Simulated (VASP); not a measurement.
# MgO (Fm-3m) in VASP: a series of runs

The runs below take MgO through relaxation of cell and atoms, with PBE+D3(BJ), LDA.

All numbers are computed with VASP 6.6.1; they aren't measurements. Logs are shortened: lines on timing, memory, paths and dates and some standing lists are left out, and cuts for length are marked.

### Step 1. The crystal as given

It takes space group Fm-3m (No. 225, cubic). The conventional cell has a = 4.199 Å, b = 4.199 Å, c = 4.199 Å, α = 90.00°, β = 90.00°, γ = 90.00°. Mg (site symmetry m-3m) is surrounded by 6 O at 2.10 Å. O (site symmetry m-3m) has 6 Mg at 2.10 Å as nearest neighbours.

### Step 2. Relaxation of cell and atoms, PBE+D3(BJ)

INCAR

```
ALGO = Normal ; EDIFF = 1E-7
EDIFFG = -0.005 ; ENCUT = 600
GGA = PE ; IBRION = 2
ISIF = 3 ; ISMEAR = 0
IVDW = 12 ; LASPH = True
LCHARG = False ; LREAL = False
LWAVE = False ; NELM = 80
NSW = 90 ; PREC = Accurate
SIGMA = 0.03
```

KPOINTS

```
k-points
0
Gamma
  12 12 12
```

POSCAR

```
MgO                                     
1.0
   -0.0000000000      2.0995643091      2.0995643091
    2.0995643091      0.0000000000      2.0995643091
    2.0995643091      2.0995643091     -0.0000000000
  Mg              O             
     1     1
Direct
     0.0000000000000000    0.0000000000000000    0.0000000000000000
     0.5000000000000000    0.5000000000000000    0.5000000000000000
```

Potentials or basis: VASP PAW PBE potentials, release 64 (Mg, O).

Run with:

```console
> cat potpaw_PBE.64/Mg/POTCAR potpaw_PBE.64/O/POTCAR > POTCAR
> mpirun -np 1 vasp_std > vasp.out
```

OUTCAR:

```text
EDIFF = 1E-7
   EDIFFG = -0.005
   ENCUT = 600
   GGA = PE
   IBRION = 2
   ISIF = 3
   ISMEAR = 0
   IVDW = 12
   LASPH = True
   LREAL = False
   NELM = 80
   NSW = 90
   PREC = Accurate
 IVDW          = 12

 ion  position               nearest neighbor table
   1  0.000  0.000  0.000-   2 2.10   2 2.10   2 2.10   2 2.10   2 2.10   2 2.10
   2  0.500  0.500  0.500-   1 2.10   1 2.10   1 2.10   1 2.10   1 2.10   1 2.10

  LATTYP: Found a face centered cubic cell.
 ALAT       =     4.1991286182

  Lattice vectors:

 A1 = (   0.0000000000,   2.0995643091,   2.0995643091)
 A2 = (   2.0995643091,   0.0000000000,   2.0995643091)
 A3 = (   2.0995643091,   2.0995643091,   0.0000000000)

Analysis of symmetry for initial positions (statically):
=====================================================================
 Subroutine PRICEL returns:
 Original cell was already a primitive cell.

 Routine SETGRP: Setting up the symmetry group for a
 face centered cubic supercell.

 Subroutine GETGRP returns: Found 48 space group operations
 (whereof 48 operations were pure point group operations)
 out of a pool of 48 trial point group operations.

The static configuration has the point symmetry O_h .

Analysis of symmetry for dynamics (positions and initial velocities):
=====================================================================
 Subroutine PRICEL returns:
 Original cell was already a primitive cell.

 Routine SETGRP: Setting up the symmetry group for a
 face centered cubic supercell.

 Subroutine GETGRP returns: Found 48 space group operations
 (whereof 48 operations were pure point group operations)
 out of a pool of 48 trial point group operations.

The dynamic configuration has the point symmetry O_h .

 Subroutine INISYM returns: Found 48 space group operations
 (whereof 48 operations are pure point group operations),
 and found     1 'primitive' translations

----------------------------------------------------------------------------------------

                                     Primitive cell

  volume of cell :      18.5105

  direct lattice vectors                    reciprocal lattice vectors
     0.000000000  2.099564309  2.099564309    -0.238144646  0.238144646  0.238144646
     2.099564309  0.000000000  2.099564309     0.238144646 -0.238144646  0.238144646
[... 90 lines left out ...]
   NFREE  =      1    steps in history (QN), initial steepest desc. (CG)
   ISIF   =      3    stress and relaxation
   ISYM   =      2    0-nonsym 1-usesym 2-fastsym
   POTIM  = 0.5000    time-step for ionic-motion
   TEBEG  =    0.0;   TEEND  =   0.0 temperature during run
   PSTRESS=    0.0 pullay stress
   NELECT =       8.0000    total number of electrons
   NUPDOWN=      -1.0000    fix difference up-down
   EMIN   =  10.00;   EMAX   =-10.00  energy-range for DOS
   EFERMI =   0.00;   METHOD = LEGACY
   ISMEAR =     0;   SIGMA  =   0.03  broadening in eV -4-tet -1-fermi 0-gaus
   EFERMI_NEDOS =   21; number of points for ismear=-14 and -15
   IALGO  =     38    algorithm
   IMIX   =      4    mixing-type and parameters
     AMIX     =   0.40;   BMIX     =  1.00
     AMIX_MAG =   1.60;   BMIX_MAG =  1.00
  volume/ion in A,a.u.               =       9.26        62.46
  Fermi-wavevector in a.u.,A,eV,Ry     =   1.237748  2.339005 20.844407  1.532021
  Thomas-Fermi vector in A             =   2.372302
   LORBIT       =      0    0 simple, 1 ext, 2 COOP (PROOUT), +10 PAW based schemes
   GGA     = PE    functional components
   LHFCALC =     F    Hartree Fock is set to
   AEXX    =    0.0000 exact exchange contribution
   IVDW    =    12    specifies the selected vdW correction
   LEPSILON=     F    determine dielectric tensor
   LRPA    =     F    only Hartree local field effects (RPA)
 conjugate gradient relaxation of ions
 non-spin polarized calculation
 Gauss-broadening in eV      SIGMA  =   0.03
  energy-cutoff  :      600.00
  volume of cell :       18.51
 maximum number of plane-waves:       636
   NGX = 11   NGY = 11   NGZ = 11

 number of electron       8.0000004 magnetization

 Free energy of the ion-electron system (eV)
  ---------------------------------------------------
  ext. energy  EPLUGINS =         0.00000000
  ---------------------------------------------------
  free energy    TOTEN  =       -11.90368402 eV

  energy without entropy =      -11.90368402  energy(sigma->0) =      -11.90368402

 E-fermi :   3.3719     XC(G=0): -11.1220

 val. band max:        3.2543633589   @ k =   0.0000   0.0000   0.0000
 cond. band min:       8.0726001757   @ k =   0.0000   0.0000   0.0000
 fundamental gap:      4.8182368168
 Fermi energy:         3.3718575373

 k-point     1 :       0.0000    0.0000    0.0000
  band No.  band energies     occupation
      1     -14.0556      2.00000
      2       3.2544      2.00000
      3       3.2544      2.00000
      4       3.2544      2.00000
      5       8.0726      0.00000
      6      19.1091      0.00000
      7      19.1091      0.00000
      8      19.1091      0.00000
[... 243 lines left out ...]
 k-point    24 :      -0.4167    0.1667    0.0000
  band No.  band energies     occupation
      1     -12.6615      2.00000
      2      -0.9955      2.00000
      3       1.6596      2.00000
      4       2.4619      2.00000
      5      12.3714      0.00000
      6      15.7070      0.00000
      7      17.5472      0.00000
      8      20.3061      0.00000

 [... further k-points ...]

------------------------ aborting loop because EDIFF is reached ----------------------------------------

 Edisp (eV)   -0.59181

 E8    (eV) :    -0.2318

  FORCE on cell =-STRESS in cart. coord.  units (eV):
  Direction    XX          YY          ZZ          XY          YZ          ZX
  --------------------------------------------------------------------------------------
  -------------------------------------------------------------------------------------
  Total       0.00100     0.00100     0.00100     0.00000    -0.00000     0.00000
  in kB       0.08626     0.08626     0.08626     0.00000    -0.00000     0.00000
  external pressure =        0.09 kB  Pullay stress =        0.00 kB

 VOLUME and BASIS-vectors are now :
 -----------------------------------------------------------------------------
  energy-cutoff  :      600.00
  volume of cell :       18.51
      direct lattice vectors                 reciprocal lattice vectors
     0.000000000  2.099564309  2.099564309    -0.238144646  0.238144646  0.238144646
     2.099564309  0.000000000  2.099564309     0.238144646 -0.238144646  0.238144646
     2.099564309  2.099564309  0.000000000     0.238144646  0.238144646 -0.238144646

 POSITION                                       TOTAL-FORCE (eV/Angst)
 -----------------------------------------------------------------------------------
      0.00000      0.00000      0.00000         0.000000     -0.000000      0.000000
      2.09956      2.09956      2.09956        -0.000000      0.000000     -0.000000
 -----------------------------------------------------------------------------------
    total drift:                               -0.000000     -0.000000      0.000000

  FREE ENERGIE OF THE ION-ELECTRON SYSTEM (eV)
  ---------------------------------------------------
  free  energy   TOTEN  =       -12.4954975340 eV

  energy  without entropy=      -12.4954975340  energy(sigma->0) =      -12.49549753

 reached required accuracy - stopping structural energy minimisation
```

CONTCAR:

```text
MgO
   1.00000000000000
     0.0000000000000000    2.0995643090999998    2.0995643090999998
     2.0995643090999998    0.0000000000000000    2.0995643090999998
     2.0995643090999998    2.0995643090999998    0.0000000000000000
  Mg              O
     1     1
Direct
     0.0000000000000000    0.0000000000000000    0.0000000000000000
     0.5000000000000000    0.5000000000000000    0.5000000000000000

  0.00000000E+00  0.00000000E+00  0.00000000E+00
  0.00000000E+00  0.00000000E+00  0.00000000E+00
```

It took 15 s on 1 thread of Intel Xeon Platinum 8375C at 2.90GHz (Ice Lake), shared host; peak memory 0.15 GiB.

Results:

```yaml
Free_energy: -12.4955 eV
Pressure_after_relaxing: 0.0 GPa
Band_gap_on_the_k_mesh: 4.82 eV, direct
Dispersion_energy_per_atom: -0.296 eV
```

Final structure:
```xyz
2
Lattice="0.0000 2.0996 2.0996 2.0996 0.0000 2.0996 2.0996 2.0996 0.0000" Properties=species:S:1:pos:R:3 pbc="T T T"
Mg    0.0000    0.0000    0.0000
O     2.0996    2.0996    2.0996
```

Caveat: the relaxation stopped at its first step, so nothing moved. Expect the measured gap to be larger: semilocal functionals such as PBE lack the derivative discontinuity.

### Step 3. Relaxation of cell and atoms, LDA

This run uses another cell than the first one, of 9.37 Å³/atom, 1.013 times its volume.

INCAR

```
ALGO = Normal ; EDIFF = 1E-6
EDIFFG = -0.01 ; ENCUT = 600
GGA = CA ; IBRION = 2
ISIF = 3 ; ISMEAR = 0
LASPH = True ; LCHARG = False
LREAL = False ; LWAVE = False
NELM = 80 ; NSW = 90
PREC = Accurate ; SIGMA = 0.03
```

KPOINTS is that of step 2.

POSCAR

```
MgO
1.0
    0.0000000000      2.1085000000      2.1085000000
    2.1085000000      0.0000000000      2.1085000000
    2.1085000000      2.1085000000      0.0000000000
Mg O
1 1
Direct
    0.0000000000      0.0000000000      0.0000000000
    0.5000000000      0.5000000000      0.5000000000
```

Potentials or basis: VASP PAW LDA potentials, release 64 (Mg, O).

Run with:

```console
> cat potpaw_LDA.64/Mg/POTCAR potpaw_LDA.64/O/POTCAR > POTCAR
> mpirun -np 1 vasp_std > vasp.out
```

Wall time 9.9 s (1 thread of Intel Xeon Platinum 8488C (Sapphire Rapids), shared host); peak memory 0.14 GiB.

The run converged. Its results:

```yaml
Free_energy: -13.4515 eV
Relaxed_volume: 8.89 Å³/atom
Relaxed_cell: a = 2.930 Å, b = 2.930 Å, c = 2.930 Å, α = 60.00°, β = 60.00°, γ = 60.00°
Space_group_after_relaxing_to_0.05_Å: Fm-3m (No. 225)
Energy_gained_by_relaxing: 13.4 meV/atom
Ionic_steps: 3
Pressure_after_relaxing: 0.0 GPa
Band_gap_on_the_k_mesh: 5.16 eV, direct
```

Step by step:
```csv
step,energy change (eV),largest force (eV/Å),pressure (GPa),volume (Å³)
1,0.0000,0.0000,-8.46,18.75
2,-0.0228,0.0000,3.67,17.44
3,-0.0267,0.0000,0.02,17.78
```

Final structure:
```
Mg O
1.0
     0.00000    2.07164    2.07164
     2.07164    0.00000    2.07164
     2.07164    2.07164    0.00000
Mg O
1 1
Direct
  0.00000 0.00000 0.00000
  0.50000 0.50000 0.50000
```

Levels at points of the mesh, in eV from the valence-band top:
```
           k point  band 1  band 2  band 3  band 4  band 5  band 6  band 7  band 8
(0.00, 0.00, 0.00)  -17.27    0.00    0.00    0.00    5.16   15.80   15.80   15.80
(0.50, 0.00, 0.00)  -15.78   -4.92   -0.72   -0.72    8.05   12.96   16.51   16.51
(0.50, 0.50, 0.00)  -15.49   -4.36   -1.44   -1.44    8.94   10.25   13.42   19.39
```

A k mesh can miss the band edges. LDA usually gives volumes a few per cent too small.
